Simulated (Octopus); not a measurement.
# CaF2 (Fluorite) (Fm-3m) in Octopus: equation of state

Aim: energy against volume of CaF2 (Fluorite) in PBEsol, for its equilibrium volume and stiffness.

Everything below comes from runs of Octopus 16.4. Logs are shortened: lines on timing, memory, paths and dates and some standing lists are left out, and cuts for length are marked.

## 1. The structure

The structure is cubic, space group Fm-3m (No. 225). Conventional cell: a = 5.462 Å, b = 5.462 Å, c = 5.462 Å, α = 90.00°, β = 90.00°, γ = 90.00°. Ca (site symmetry m-3m) has 8 F at 2.37 Å as nearest neighbours. Around F (site symmetry -43m) lie 4 Ca at 2.37 Å.

## 2. Equation of state, PBEsol, 13.58 Å³/atom

The input, inp:

```
CalculationMode = gs
UnitsOutput = eV_Angstrom
PeriodicDimensions = 3
ExperimentalFeatures = yes
PseudopotentialSet = pseudodojo_pbesol
%LatticeParameters
 1*angstrom | 1*angstrom | 1*angstrom
%
%LatticeVectors
 0 | 2.731 | 2.731
 2.731 | 0 | 2.731
 2.731 | 2.731 | 0
%
%ReducedCoordinates
 "Ca" | 0 | 0 | 0
 "F" | 0.75 | 0.75 | 0.75
 "F" | 0.25 | 0.25 | 0.25
%
%Spacing
 0.12874057*angstrom | 0.12874057*angstrom | 0.12874057*angstrom
%
DerivativesOrder = 8
%KPointsGrid
 8 | 8 | 8
%
KPointsUseSymmetries = yes
XCFunctional = gga_x_pbe_sol + gga_c_pbe_sol
SmearingFunction = fermi_dirac
Smearing = 0.05*eV
ExtraStates = 7
Eigensolver = chebyshev_filter
ConvRelDens = 3e-7
MaximumIter = 120
```

Potentials or basis: pseudodojo_pbesol (PseudoDojo 0.4, PBEsol).

Launch:

```bash
$ OMP_NUM_THREADS=1 octopus > out.log
```

out.log:

```text
Running octopus

[... 13 lines left out ...]

Input: [AllElectronType = no]
Input: [PseudopotentialSet = pseudodojo_pbesol]
Reading Coordinates from ReducedCoordinates block

****************************** Species *******************************
  Species 'Ca'
    type             : pseudopotential
    file             : 'Ca.upf'
    file format      : UPF2
    valence charge   : 10.0
    atomic number    :  20
    form on file     : kleinman-bylander
    lmax             : 2
    llocal           : -1
    projectors per l : 2
    total projectors : 6
    application form : kleinman-bylander
    orbitals         :  5
    bound orbitals   :  5

  Species 'F'
    type             : pseudopotential
    file             : 'F.upf'
    file format      : UPF2
    valence charge   : 7.0
    atomic number    :   9
    form on file     : kleinman-bylander
    lmax             : 2
    llocal           : -1
    projectors per l : 2
    total projectors : 6
    application form : kleinman-bylander
    orbitals         :  4
    bound orbitals   :  4

**********************************************************************

***************************** Symmetries *****************************
Space group No.  225
International: Fm-3m
Schoenflies: Oh^5
Info: The system has    48 symmorphic symmetries that can be used.
  Index                Rotation matrix                      Fractional translations
    1 :     1   0   0     0   1   0     0   0   1      0.000000    0.000000    0.000000
    2 :    -1   0   0     0  -1   0     0   0  -1      0.000000    0.000000    0.000000
    3 :     1   0  -1     1   0   0     1  -1   0      0.000000    0.000000    0.000000
    4 :    -1   0   1    -1   0   0    -1   1   0      0.000000    0.000000    0.000000
    5 :     0   1  -1     1   0  -1     0   0  -1      0.000000    0.000000    0.000000
    6 :     0  -1   1    -1   0   1     0   0   1      0.000000    0.000000    0.000000
[... 40 lines left out ...]
   47 :     0   1  -1    -1   1   0     0   1   0      0.000000    0.000000    0.000000
   48 :     0  -1   1     1  -1   0     0  -1   0      0.000000    0.000000    0.000000
Info: The system also has     0 nonsymmorphic symmetries (not used for electrons).
**********************************************************************

Input: [CurvMethod = curv_affine]
Input: [DerivativesStencil = stencil_stargeneral]

****************************** Lattice *******************************
  Lattice Vectors [A]
    0.000000    2.731000    2.731000
    2.731000    0.000000    2.731000
    2.731000    2.731000    0.000000
  Cell volume =            40.7376 [A^3]
  Reciprocal-Lattice Vectors [A^-1]
   -1.150345    1.150345    1.150345
    1.150345   -1.150345    1.150345
    1.150345    1.150345   -1.150345
  Cell angles [degree]
    alpha =   60.000
    beta  =   60.000
    gamma =   60.000
**********************************************************************

Checking if the generated full k-point grid is symmetric

    29 k-points generated from parameters :
 ---------------------------------------------------
    n =    8    8    8

    s1  =  0.00  0.00  0.00

   index |      weight  |             coordinates              |
       1 |     0.001953 |    0.000000    0.000000    0.000000  |
       2 |     0.015625 |    0.125000    0.000000    0.000000  |
       3 |     0.011719 |    0.125000    0.125000    0.000000  |
       4 |     0.023438 |   -0.125000    0.125000    0.000000  |
       5 |     0.046875 |   -0.125000    0.125000    0.125000  |
       6 |     0.015625 |    0.250000    0.000000    0.000000  |
[... 21 lines left out ...]
      28 |     0.023438 |   -0.375000    0.500000    0.125000  |
      29 |     0.005859 |    0.500000    0.500000    0.000000  |

Input: [SmearingFunction = fermi_dirac]
Input: [SymmetrizeDensity = yes]

******************************* States *******************************
Total electronic charge  =       24.000
Number of states         =       19
States block-size        =        4
**********************************************************************
[... 5 lines left out ...]
Simulation Box:
  Type = parallelepiped
  Lengths [A] = (   3.862,   3.862,   3.862)
Main mesh:
  Spacing [A] = ( 0.129, 0.129, 0.129)    volume/point [A^3] =      0.00151
  # inner mesh =      27000
  # total mesh =      82504
  Grid Cutoff [eV] =  2268.776704    Grid Cutoff [Ry] =   166.752027
**********************************************************************

Input: [StatesPack = yes]
Input: [StatesOrthogonalization = cholesky_serial]

**************************** Theory Level ****************************
Input: [TheoryLevel = kohn_sham]

Exchange-correlation:
  Exchange
    Perdew, Burke & Ernzerhof SOL (GGA)
    [1] J. P. Perdew, A. Ruzsinszky, G. I. Csonka, O. A. Vydrov, G. E. Scuseria, L. A. Constantin, X. Zhou, and K. Burke.,  Phys. Rev. Lett. 100, 136406 (2008)
  Correlation
    Perdew, Burke & Ernzerhof SOL (GGA)
    [1] J. P. Perdew, A. Ruzsinszky, G. I. Csonka, O. A. Vydrov, G. E. Scuseria, L. A. Constantin, X. Zhou, and K. Burke.,  Phys. Rev. Lett. 100, 136406 (2008)

**********************************************************************
[... 5 lines left out ...]
**********************************************************************

Info: FFT grid dimensions       = 30 x 30 x 30
      Total grid size           = 27000 (      0.2 MiB )
Input: [FilterPotentials = filter_TS]
Info: Pseudopotential for Ca
  Radii for localized parts:
    local part     =  1.2 A
    non-local part =  1.2 A
    orbitals       =  6.7 A

Info: Pseudopotential for F
  Radii for localized parts:
    local part     =  1.2 A
    non-local part =  1.3 A
    orbitals       =  3.5 A

Input: [RelativisticCorrection = non_relativistic]
[... 11 lines left out ...]
      Block       2 contains       4 states:       5 -       8
      Block       3 contains       4 states:       9 -      12
      Block       4 contains       4 states:      13 -      16
      Block       5 contains       3 states:      17 -      19
Info: Ground-state allocation done.
Info: Could not find 'restart/gs' directory for restart.
[... 18 lines left out ...]
** Warning:
**   Cannot do LCAO for all states because there are not enough atomic orbitals.
**   Required: 19. Available: 13. 6 orbitals will be randomized.

Info: Unnormalized total charge =     24.006869
Info: Renormalized total charge =     24.000000

** Warning:
**   Symmetrization discrepancy ratio (scalar) =  8.67089E-06

Info: Setting up Hamiltonian.
Info: Performing initial LCAO calculation with     13 orbitals.
Info: Getting Hamiltonian matrix elements.

Eigenvalues [eV]
 #st  Spin   Eigenvalue      Occupation
#k =       1, k = (  0.000000,  0.000000,  0.000000)
   1   --   -38.298314       2.000000
   2   --   -24.631307       2.000000
   3   --   -23.968331       2.000000
   4   --   -19.318183       2.000000
   5   --   -19.318183       2.000000
   6   --   -19.317697       2.000000
   7   --    -6.363213       2.000000
   8   --    -6.363213       2.000000
   9   --    -6.362546       2.000000
  10   --    -5.068328       2.000000
  11   --    -5.068328       2.000000
  12   --    -5.067644       2.000000
  13   --     4.145329       2.000000
#k =       2, k = (  0.125000,  0.000000,  0.000000)
   1   --   -38.231731       2.000000
   2   --   -24.573308       2.000000
   3   --   -23.921792       2.000000
   4   --   -19.132309       2.000000
   5   --   -19.131877       2.000000
   6   --   -18.975771       2.000000
   7   --    -6.105732       2.000000
   8   --    -6.105139       2.000000
   9   --    -5.901452       2.000000
  10   --    -4.853120       2.000000
  11   --    -4.812987       2.000000
  12   --    -4.812378       2.000000
  13   --     4.591022       1.997454
[... 27 further k-points ...]
Fermi energy =     4.924270 eV
Generating random wavefunctions for states       14 and above
Orthogonalizing wavefunctions.
Info: Ground-state restart information will be written to 'restart/gs'.
Info: SCF using complex wavefunctions.
Info: Starting SCF iteration.

** Warning:
**   Symmetrization discrepancy ratio (scalar) =  6.42000E-03

*********************** SCF CYCLE ITER #    1 ************************
 etot  = -2.47196249E+03 abs_ev   =  6.99E+01 rel_ev   =  1.94E-01
 ediff =        9.08E+01 abs_dens =  2.00E+00 rel_dens =  8.35E-02
Matrix vector products: 725
Converged eigenvectors: 0

#  State  KPoint  Eigenvalue [eV]  Occupation    Error
      1       1      -38.301915    2.000000   ( 2.6E-06)
      1       2      -38.295984    2.000000   ( 4.9E-05)
      1       3      -38.294010    2.000000   ( 3.5E-05)
      1       4      -38.287246    2.000000   ( 5.8E-05)
      1       5      -38.282467    2.000000   ( 1.3E-04)
      1       6      -38.281625    2.000000   ( 9.4E-05)
      1      10      -38.274899    2.000000   ( 8.6E-05)
      1       7      -38.272868    2.000000   ( 8.3E-05)

  [output of 331 eigenvalues skipped: maximum error = 1.2E-02]
[... 21 lines left out ...]
     19       7       14.176389    0.000000   ( 1.7E-01)
     19       4       14.241455    0.000000   ( 1.2E-01)
     19      25       14.254790    0.000000   ( 1.6E-01)
     19       1       14.551338    0.000000   ( 1.5E-01)
     19      14       14.753795    0.000000   ( 1.3E-01)
     19       2       14.758871    0.000000   ( 1.2E-01)
     19      15       15.663368    0.000000   ( 2.2E-01)
     19       5       16.282816    0.000000   ( 2.0E-01)

Density of states:

------------------------%---------------------------------------------
------------------------%---------------------------------------------
------------------------%---------------------------------------------
------------------------%----------------%----------------------------
------------------------%---------------%%%---------------------------
------------------------%---------------%%%---------------------------
-----------------%------%---------------%%%--------------%%-----------
%----------------%%-----%---------------%%%--------------%%%----------
%----------------%%-----%---------------%%%-------------%%%%%---------
%----------------%%-----%---------------%%%------------%%%%%%%%%%%%---
                                                    ^

Fermi energy =     2.768046 eV

**********************************************************************

*********************** SCF CYCLE ITER #    2 ************************
 etot  = -2.41502987E+03 abs_ev   =  2.31E+01 rel_ev   =  6.84E-02
 ediff =        2.09E+00 abs_dens =  8.50E-01 rel_dens =  3.54E-02
Matrix vector products: 725
Converged eigenvectors: 0
[... 151 lines left out ...]
*********************** SCF CYCLE ITER #   15 ************************
 etot  = -2.39531014E+03 abs_ev   =  2.03E-04 rel_ev   =  6.25E-07
 ediff =        1.25E-05 abs_dens =  3.47E-06 rel_dens =  1.44E-07
Matrix vector products: 725
Converged eigenvectors: 12

#  State  KPoint  Eigenvalue [eV]  Occupation    Error
      1       1      -38.360723    2.000000   ( 3.2E-08)
      1       2      -38.355697    2.000000   ( 3.1E-08)
      1       3      -38.354024    2.000000   ( 3.1E-08)
      1       4      -38.348293    2.000000   ( 3.7E-08)
      1       5      -38.344246    2.000000   ( 2.9E-08)
      1       6      -38.343534    2.000000   ( 2.9E-08)
      1      10      -38.337837    2.000000   ( 2.9E-08)
      1       7      -38.336119    2.000000   ( 2.9E-08)

  [output of 331 eigenvalues skipped: maximum error = 2.2E-07]
[... 21 lines left out ...]
     19      27       12.997793    0.000000   ( 2.6E-02)
     19       4       13.077012    0.000000   ( 2.1E-02)
     19      26       13.088506    0.000000   ( 1.9E-02)
     19       2       13.773959    0.000000   ( 2.9E-02)
     19      10       13.865857    0.000000   ( 3.1E-02)
     19       3       13.958764    0.000000   ( 1.3E-02)
     19      24       14.235892    0.000000   ( 2.8E-02)
     19       1       14.248456    0.000000   ( 1.8E-02)

Density of states:

-------------------------%--------------------------------------------
-------------------------%--------------------------------------------
-------------------------%-------------------%------------------------
-------------------------%-------------------%%-----------------------
---------------------%---%-------------------%%-------------%%--------
---------------------%---%-------------------%%-------------%%--------
%--------------------%---%------------------%%%%------------%%--------
%--------------------%---%------------------%%%%----------%%%%%-------
%--------------------%%--%%-----------------%%%%----------%%%%%---%---
%--------------------%%--%%-----------------%%%%----------%%%%%%%%%%--
                                                    ^

Fermi energy =     1.227575 eV

**********************************************************************

Info: SCF converged in   15 iterations

** Warning:
**   Some of the states are not fully converged!

Info: Number of matrix-vector products:      10875
Info: Finished writing information to 'restart/gs'.

Octopus emitted 19 warnings.
```

It took 6.1 min on 1 thread of Arm Neoverse V2, shared host; peak memory 0.91 GiB.

Results:

* Free energy: -2395.3102 eV
* Band gap on the k mesh: 7.14 eV, indirect (least direct gap 7.40 eV)

## 3. Equation of state, PBEsol, 13.31 Å³/atom (volume scaled by 0.98)

inp: that of step 2 with these lines changed.

```diff
@@ -9,5 +9,5 @@
 %LatticeVectors
- 0 | 2.731 | 2.731
- 2.731 | 0 | 2.731
- 2.731 | 2.731 | 0
+ 0 | 2.7126705887 | 2.7126705887
+ 2.7126705887 | 0 | 2.7126705887
+ 2.7126705887 | 2.7126705887 | 0
 %
@@ -19,3 +19,3 @@
 %Spacing
- 0.12874057*angstrom | 0.12874057*angstrom | 0.12874057*angstrom
+ 0.12787652*angstrom | 0.12787652*angstrom | 0.12787652*angstrom
 %
```

Potentials or basis: pseudodojo_pbesol (PseudoDojo 0.4, PBEsol).

Launch:

```bash
$ OMP_NUM_THREADS=1 octopus > out.log
```

Run time: 5.5 min. Hardware: 1 thread of Arm Neoverse V2, shared host; peak memory 0.91 GiB.

It converged, with:

```yaml
Free_energy: -2395.3163 eV
Band_gap_on_the_k_mesh: 7.26 eV, indirect (least direct gap 7.52 eV)
```

## 4. Equation of state, PBEsol, 13.85 Å³/atom (volume scaled by 1.02)

inp: that of step 3 with these lines changed.

```diff
@@ -9,5 +9,5 @@
 %LatticeVectors
- 0 | 2.7126705887 | 2.7126705887
- 2.7126705887 | 0 | 2.7126705887
- 2.7126705887 | 2.7126705887 | 0
+ 0 | 2.7490866198 | 2.7490866198
+ 2.7490866198 | 0 | 2.7490866198
+ 2.7490866198 | 2.7490866198 | 0
 %
@@ -19,3 +19,3 @@
 %Spacing
- 0.12787652*angstrom | 0.12787652*angstrom | 0.12787652*angstrom
+ 0.12959319*angstrom | 0.12959319*angstrom | 0.12959319*angstrom
 %
```

Launch:

```bash
$ OMP_NUM_THREADS=1 octopus > out.log
```

It took 6.2 min on 1 thread of Arm Neoverse V2, shared host; peak memory 0.91 GiB.

The run converged. Its results:

```yaml
Free_energy: -2395.2989 eV
Band_gap_on_the_k_mesh: 7.03 eV, indirect (least direct gap 7.28 eV)
```

## 5. Equation of state, PBEsol, 13.04 Å³/atom (volume scaled by 0.96)

inp: that of step 4 with these lines changed.

```diff
@@ -9,5 +9,5 @@
 %LatticeVectors
- 0 | 2.7490866198 | 2.7490866198
- 2.7490866198 | 0 | 2.7490866198
- 2.7490866198 | 2.7490866198 | 0
+ 0 | 2.69409007 | 2.69409007
+ 2.69409007 | 0 | 2.69409007
+ 2.69409007 | 2.69409007 | 0
 %
@@ -19,3 +19,3 @@
 %Spacing
- 0.12959319*angstrom | 0.12959319*angstrom | 0.12959319*angstrom
+ 0.12700062*angstrom | 0.12700062*angstrom | 0.12700062*angstrom
 %
```

Launch:

```bash
$ OMP_NUM_THREADS=1 octopus > out.log
```

Run time: 5.7 min. Hardware: 1 thread of Arm Neoverse V2, shared host; peak memory 0.91 GiB.

Results (log left out):

```yaml
Free_energy: -2395.3146 eV
Band_gap_on_the_k_mesh: 7.38 eV, indirect (least direct gap 7.65 eV)
```

## 6. Equation of state, PBEsol, 14.12 Å³/atom (volume scaled by 1.04)

inp: that of step 5 with these lines changed.

```diff
@@ -9,5 +9,5 @@
 %LatticeVectors
- 0 | 2.69409007 | 2.69409007
- 2.69409007 | 0 | 2.69409007
- 2.69409007 | 2.69409007 | 0
+ 0 | 2.7669383318 | 2.7669383318
+ 2.7669383318 | 0 | 2.7669383318
+ 2.7669383318 | 2.7669383318 | 0
 %
@@ -19,3 +19,3 @@
 %Spacing
- 0.12700062*angstrom | 0.12700062*angstrom | 0.12700062*angstrom
+ 0.13043472*angstrom | 0.13043472*angstrom | 0.13043472*angstrom
 %
```

Potentials or basis: pseudodojo_pbesol (PseudoDojo 0.4, PBEsol).

Launch:

```bash
$ OMP_NUM_THREADS=1 octopus > out.log
```

Wall time 5.6 min (1 thread of Arm Neoverse V2, shared host); peak memory 0.91 GiB.

It converged, with:

```yaml
Free_energy: -2395.2811 eV
Band_gap_on_the_k_mesh: 6.92 eV, indirect (least direct gap 7.17 eV)
```

## 7. Equation of state, PBEsol, 12.76 Å³/atom (volume scaled by 0.94)

inp: that of step 6 with these lines changed.

```diff
@@ -9,5 +9,5 @@
 %LatticeVectors
- 0 | 2.7669383318 | 2.7669383318
- 2.7669383318 | 0 | 2.7669383318
- 2.7669383318 | 2.7669383318 | 0
+ 0 | 2.6752496629 | 2.6752496629
+ 2.6752496629 | 0 | 2.6752496629
+ 2.6752496629 | 2.6752496629 | 0
 %
@@ -19,3 +19,3 @@
 %Spacing
- 0.13043472*angstrom | 0.13043472*angstrom | 0.13043472*angstrom
+ 0.12611248*angstrom | 0.12611248*angstrom | 0.12611248*angstrom
 %
@@ -33 +33,6 @@
 MaximumIter = 120
+%Output
+ density | cube
+ elf | cube
+ potential | cube
+%
```

Launch:

```bash
$ OMP_NUM_THREADS=1 octopus > out.log
```

Wall time 6.1 min (1 thread of Arm Neoverse V2, shared host); peak memory 0.92 GiB.

Results (log left out):

```yaml
Free_energy: -2395.3068 eV
Band_gap_on_the_k_mesh: 7.51 eV, indirect (least direct gap 7.78 eV)
```

## 8. Equation of state, PBEsol, 14.39 Å³/atom (volume scaled by 1.06)

inp: that of step 7 with these lines changed.

```diff
@@ -9,5 +9,5 @@
 %LatticeVectors
- 0 | 2.6752496629 | 2.6752496629
- 2.6752496629 | 0 | 2.6752496629
- 2.6752496629 | 2.6752496629 | 0
+ 0 | 2.784562618 | 2.784562618
+ 2.784562618 | 0 | 2.784562618
+ 2.784562618 | 2.784562618 | 0
 %
@@ -19,3 +19,3 @@
 %Spacing
- 0.12611248*angstrom | 0.12611248*angstrom | 0.12611248*angstrom
+ 0.13126554*angstrom | 0.13126554*angstrom | 0.13126554*angstrom
 %
@@ -33,6 +33 @@
 MaximumIter = 120
-%Output
- density | cube
- elf | cube
- potential | cube
-%
```

Launch:

```bash
$ OMP_NUM_THREADS=1 octopus > out.log
```

Run time: 5.8 min. Hardware: 1 thread of Arm Neoverse V2, shared host; peak memory 0.91 GiB.

Results (log left out):

```yaml
Free_energy: -2395.2594 eV
Band_gap_on_the_k_mesh: 6.81 eV, indirect (least direct gap 7.06 eV)
```

## 9. Equation of state, PBEsol

Potentials or basis: pseudodojo_pbesol (PseudoDojo 0.4, PBEsol).

This step only gathers the single runs of the series.

Results:

```yaml
Equilibrium_volume: 13.21 Å³/atom
Bulk_modulus: 65 GPa
Pressure_derivative_of_the_bulk_modulus: "3.5 (rough: it moves with the points fitted)"
```

Energy against volume, from the lowest point:
```csv
volume (Å³/atom),energy (meV/atom)
12.764,3.15
13.036,0.58
13.308,0.00
13.579,2.04
13.851,5.81
14.122,11.72
14.394,18.96
```

Caveat: the number of grid points is fixed, so the spacing changes with the cell, which shifts volumes and moduli.
